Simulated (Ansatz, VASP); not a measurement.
## BP: VASP beside Ansatz

```
P B
1.0
     0.00000    2.26900    2.26900
     2.26900    0.00000    2.26900
     2.26900    2.26900    0.00000
P B
1 1
Direct
  0.75000 0.75000 0.75000
  0.00000 0.00000 0.00000
```

Alike in both runs: task single point; functional PBE; k mesh 10 × 10 × 10; occupations gaussian, width 0.025 eV; no spin polarisation.

|  | VASP | Ansatz |
| --- | --- | --- |
| version | VASP 6.6.1 | Ansatz 0.2.0 |
| potentials or method | VASP PAW PBE potentials, release 64 (P, B) | Ansatz PAW |
| plane-wave cutoff (eV) | 520 | 420 |
| valence electrons in the cell | 8 | 8 |

|  | VASP | Ansatz | Ansatz less VASP |
| --- | --- | --- | --- |
| gap on the k mesh at the Fermi level (eV) | 1.24 | 1.24 | +0.004 |
| least direct gap on the mesh (eV) | 3.40 | 3.40 | +0.003 |
| pressure (GPa) | 0.9 | 1.1 | +0.24 |

The functional is the same, so the differences come from potentials, cutoffs and numerics.

A k mesh can miss the band edges.
